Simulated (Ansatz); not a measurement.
# MnO2 (P4_2/mnm) in Ansatz: reference runs, part 2 of 2

Ansatz 0.2.0.

**6. Single point, PBEsol, collinear spin, ferromagnetic start, 9.07 Å³/atom (volume scaled by 0.98)**

Contents of input.yaml:

```yaml
crystal:
  lattice:
    - [4.370884561, 0.0, 0.0]
    - [0.0, 4.370884561, 0.0]
    - [0.0, 0.0, 2.8478352264]
  atoms:
    - { symbol: Mn, position: [0.5, 0.5, 0.5], spin: 4.0 }
    - { symbol: Mn, position: [0.0, 0.0, 0.0], spin: 4.0 }
    - { symbol: O, position: [0.80491615, 0.19508385, 0.5] }
    - { symbol: O, position: [0.69508385, 0.69508385, 0.0] }
    - { symbol: O, position: [0.19508385, 0.80491615, 0.5] }
    - { symbol: O, position: [0.30491615, 0.30491615, 0.0] }
hamiltonian:
  xc: pbesol
  pseudopotentials: { kind: paw }
magnetization:
  spin_polarized: true
kpoints:
  mp_grid: { grid: [6, 6, 9] }
scf:
  occupations: { method: fermi_dirac, width: 0.05 }
output:
  forces: true
  stress: true
  eigenvalues: true
```

Potentials or basis: Ansatz PAW.

Command:

```bash
> ansatz run input.yaml --threads 2 --pin off --max-ram 5632MiB --backend cpu --events-out ev --progress --plain --runs-dir out
```

Run time: 10 s. Hardware: 2 threads of Arm Neoverse V1, shared host; peak memory 0.45 GiB.

The run converged. Its results:

```yaml
Free_energy: -9980.9104 eV
Pressure: 2.1 GPa
Largest_force: 0.026 eV/Å
Band_gap_on_the_k_mesh: none (metal or under the smearing width)
Net_moment: 5.95 μB per cell
Absolute_moment: 6.07 μB per cell
Site_moments: Mn +2.33; O +0.11 μB
```

Caveat: the magnetic or orbital state may not be the lowest; the pressure holds a Pulay correction of +1.0 GPa for the finite cutoff; semilocal functionals often make such compounds metallic where correlation or magnetic order opens a gap, which also shifts bond lengths; only a ferromagnetic start was run, and an antiferromagnetic order may lie lower in energy; the PAW data sets come from PBE, with cores solved anew for the run's functional, which leaves a small shift of forces and pressure.

**7. Single point, PBEsol, collinear spin, ferromagnetic start, 9.25 Å³/atom**

Changes to input.yaml since step 6:

```diff
@@ -2,5 +2,5 @@
   lattice:
-    - [4.370884561, 0.0, 0.0]
-    - [0.0, 4.370884561, 0.0]
-    - [0.0, 0.0, 2.8478352264]
+    - [4.4004184607, 0.0, 0.0]
+    - [0.0, 4.4004184607, 0.0]
+    - [0.0, 0.0, 2.86707794]
   atoms:
@@ -25 +25,5 @@
   eigenvalues: true
+  write_density: true
+  write_potential: true
+  elf: true
+  volumetric_format: npy
```

Command:

```bash
> ansatz run input.yaml --threads 2 --pin off --max-ram 5632MiB --backend cpu --events-out ev --progress --plain --runs-dir out
```

It took 12 s on 2 threads of Arm Neoverse V1, shared host; peak memory 0.46 GiB.

Results (log left out):

```
Free energy            : -9980.9068 eV
Pressure               : -3.0 GPa
Largest force          : 0.068 eV/Å
Band gap on the k mesh : none (metal or under the smearing width)
Net moment             : 5.97 μB per cell
Absolute moment        : 6.12 μB per cell
Site moments           : Mn +2.36; O +0.10 μB
```

Caveat: the magnetic or orbital state may not be the lowest; the pressure holds a Pulay correction of +1.0 GPa for the finite cutoff; semilocal functionals often make such compounds metallic where correlation or magnetic order opens a gap, which also shifts bond lengths; only a ferromagnetic start was run, and an antiferromagnetic order may lie lower in energy; the PAW data sets come from PBE, with cores solved anew for the run's functional, which leaves a small shift of forces and pressure.

**8. Single point, PBEsol, collinear spin, ferromagnetic start, 9.44 Å³/atom (volume scaled by 1.02)**

Changes to input.yaml since step 7:

```diff
@@ -2,5 +2,5 @@
   lattice:
-    - [4.4004184607, 0.0, 0.0]
-    - [0.0, 4.4004184607, 0.0]
-    - [0.0, 0.0, 2.86707794]
+    - [4.4295611541, 0.0, 0.0]
+    - [0.0, 4.4295611541, 0.0]
+    - [0.0, 0.0, 2.8860657645]
   atoms:
@@ -25,5 +25 @@
   eigenvalues: true
-  write_density: true
-  write_potential: true
-  elf: true
-  volumetric_format: npy
```

Command:

```bash
> ansatz run input.yaml --threads 2 --pin off --max-ram 5632MiB --backend cpu --events-out ev --progress --plain --runs-dir out
```

Wall time 10 s (2 threads of Arm Neoverse V1, shared host); peak memory 0.46 GiB.

The run converged. Its results:

```yaml
Free_energy: -9980.8697 eV
Pressure: -7.6 GPa
Largest_force: 0.152 eV/Å
Band_gap_on_the_k_mesh: none (metal or under the smearing width)
Net_moment: 5.99 μB per cell
Absolute_moment: 6.16 μB per cell
Site_moments: Mn +2.39; O +0.10 μB
```

Caveat: the magnetic or orbital state may not be the lowest; the pressure holds a Pulay correction of +0.9 GPa for the finite cutoff; semilocal functionals often make such compounds metallic where correlation or magnetic order opens a gap, which also shifts bond lengths; only a ferromagnetic start was run, and an antiferromagnetic order may lie lower in energy; the PAW data sets come from PBE, with cores solved anew for the run's functional, which leaves a small shift of forces and pressure.

**9. Single point, PBEsol, collinear spin, ferromagnetic start, 9.62 Å³/atom (volume scaled by 1.04)**

Changes to input.yaml since step 8:

```diff
@@ -2,5 +2,5 @@
   lattice:
-    - [4.4295611541, 0.0, 0.0]
-    - [0.0, 4.4295611541, 0.0]
-    - [0.0, 0.0, 2.8860657645]
+    - [4.4583253442, 0.0, 0.0]
+    - [0.0, 4.4583253442, 0.0]
+    - [0.0, 0.0, 2.9048069764]
   atoms:
```

Potentials or basis: Ansatz PAW.

Command:

```bash
> ansatz run input.yaml --threads 2 --pin off --max-ram 5632MiB --backend cpu --events-out ev --progress --plain --runs-dir out
```

The program printed:

```text
Warning: RAYON_NUM_THREADS=2 ignored (pool sized by the plan → 2); use --threads N
Engine: ansatz 0.2.0, aarch64-unknown-linux-gnu
Pseudopotentials: kind: paw
Pseudopotential: Mn, paw, valence charge 15, recommended cutoff 420 eV (normal), Mn.paw.azcp
Pseudopotential: O, paw, valence charge 6, recommended cutoff 420 eV (normal), O.paw.azcp
[... 79 lines left out ...]
  P = ⅓ Tr σ = -11.7131 GPa (-117.131 kbar)
--- Band table (eV; the first three rows and the last of 100) ---
  k-point 0 ↑: bands = ["-71.5261", "-71.5238", "-40.3902", "-40.3832", "-40.3257", "-40.3257", "-40.2464", "-40.2464", "-9.6064", "-7.8227", "-7.4538", "-7.4538", "2.2418", "2.9202", "3.6195", "4.3803", "4.3803", "6.1241", "6.1241", "6.6724", "7.3735", "7.5364", "7.6511", "7.6511", "7.7839", "8.4561", "8.9340", "8.9340", "9.5080", "9.8063", "10.0070", "12.6875", "12.6875", "13.3761", "17.2526", "20.6819", "20.6819", "23.1767"]
  k-point 1 ↑: bands = ["-71.5252", "-71.5230", "-40.4014", "-40.3948", "-40.3238", "-40.3238", "-40.2458", "-40.2458", "-9.4900", "-7.7877", "-7.4731", "-7.4731", "2.4067", "3.0335", "3.7564", "4.2851", "4.2851", "6.1364", "6.3338", "6.3338", "7.0044", "7.3753", "7.3753", "7.5589", "7.8783", "8.4748", "9.1587", "9.1587", "9.3552", "9.9522", "10.0615", "12.4339", "12.4339", "13.1950", "17.6745", "21.1774", "21.1774", "23.3803"]
  k-point 2 ↑: bands = ["-71.5227", "-71.5210", "-40.4295", "-40.4242", "-40.3189", "-40.3189", "-40.2441", "-40.2441", "-9.1662", "-7.7203", "-7.5226", "-7.5226", "2.8599", "3.3288", "4.1573", "4.1853", "4.1853", "5.1999", "6.1576", "6.6030", "6.6030", "6.9417", "6.9417", "7.5488", "7.9048", "8.4822", "8.9997", "9.5233", "9.5233", "9.7922", "10.5157", "11.9752", "11.9752", "12.6753", "18.7447", "22.3438", "22.3438", "23.6933"]
  k-point 49 ↓: bands = ["-68.4399", "-68.4399", "-37.5031", "-37.5031", "-37.2980", "-37.2980", "-37.2311", "-37.2311", "-7.6920", "-7.6920", "-7.5355", "-7.5355", "3.7665", "3.7665", "4.2307", "4.2307", "5.4430", "5.4430", "6.2211", "6.2211", "8.3085", "8.3085", "8.6596", "8.6596", "11.2578", "11.2578", "11.2767", "11.2767", "11.6540", "11.6540", "13.1835", "13.1835", "13.4202", "13.4202", "21.6947", "21.6947", "23.3068", "23.3068"]
```

Wall time 10 s (2 threads of Arm Neoverse V1, shared host); peak memory 0.46 GiB.

What came out:

```yaml
Free_energy: -9980.8023 eV
Pressure: -11.7 GPa
Largest_force: 0.228 eV/Å
Band_gap_on_the_k_mesh: none (metal or under the smearing width)
Net_moment: 6.00 μB per cell
Absolute_moment: 6.20 μB per cell
Site_moments: Mn +2.42; O +0.09 μB
```

Caveat: the magnetic or orbital state may not be the lowest; the pressure holds a Pulay correction of +0.9 GPa for the finite cutoff; semilocal functionals often make such compounds metallic where correlation or magnetic order opens a gap, which also shifts bond lengths; only a ferromagnetic start was run, and an antiferromagnetic order may lie lower in energy; the PAW data sets come from PBE, with cores solved anew for the run's functional, which leaves a small shift of forces and pressure.

**10. Single point, PBEsol, collinear spin, ferromagnetic start, 9.81 Å³/atom (volume scaled by 1.06)**

Changes to input.yaml since step 9:

```diff
@@ -2,5 +2,5 @@
   lattice:
-    - [4.4583253442, 0.0, 0.0]
-    - [0.0, 4.4583253442, 0.0]
-    - [0.0, 0.0, 2.9048069764]
+    - [4.4867230866, 0.0, 0.0]
+    - [0.0, 4.4867230866, 0.0]
+    - [0.0, 0.0, 2.9233094305]
   atoms:
```

Command:

```bash
> ansatz run input.yaml --threads 2 --pin off --max-ram 5632MiB --backend cpu --events-out ev --progress --plain --runs-dir out
```

It took 9.7 s on 2 threads of Arm Neoverse V1, shared host; peak memory 0.46 GiB.

It converged, with:

- Free energy: -9980.7083 eV
- Pressure: -15.4 GPa
- Largest force: 0.295 eV/Å
- Band gap on the k mesh: none (metal or under the smearing width)
- Net moment: 6.00 μB per cell
- Absolute moment: 6.24 μB per cell
- Site moments: Mn +2.44; O +0.08 μB

Caveat: the magnetic or orbital state may not be the lowest; the pressure holds a Pulay correction of +0.9 GPa for the finite cutoff; semilocal functionals often make such compounds metallic where correlation or magnetic order opens a gap, which also shifts bond lengths; only a ferromagnetic start was run, and an antiferromagnetic order may lie lower in energy; the PAW data sets come from PBE, with cores solved anew for the run's functional, which leaves a small shift of forces and pressure.

**11. Equation of state, PBEsol, collinear spin, ferromagnetic start**

Potentials or basis: Ansatz PAW.

No new run: the results of the series are fitted here.

Results:

```yaml
Equilibrium_volume: 9.14 Å³/atom
Bulk_modulus_at_fixed_shape_and_positions: 257 GPa
Pressure_derivative_of_the_bulk_modulus: 4.6
```

Energy against volume, from the lowest point:
```csv
volume (Å³/atom),energy (meV/atom)
8.698,18.43
8.883,5.69
9.068,0.00
9.253,0.60
9.438,6.78
9.623,18.01
9.808,33.68
```

Caveat: the cell was scaled at fixed shape and fractional positions, which overstates the stiffness of a crystal with free parameters, most of all of layers and chains.
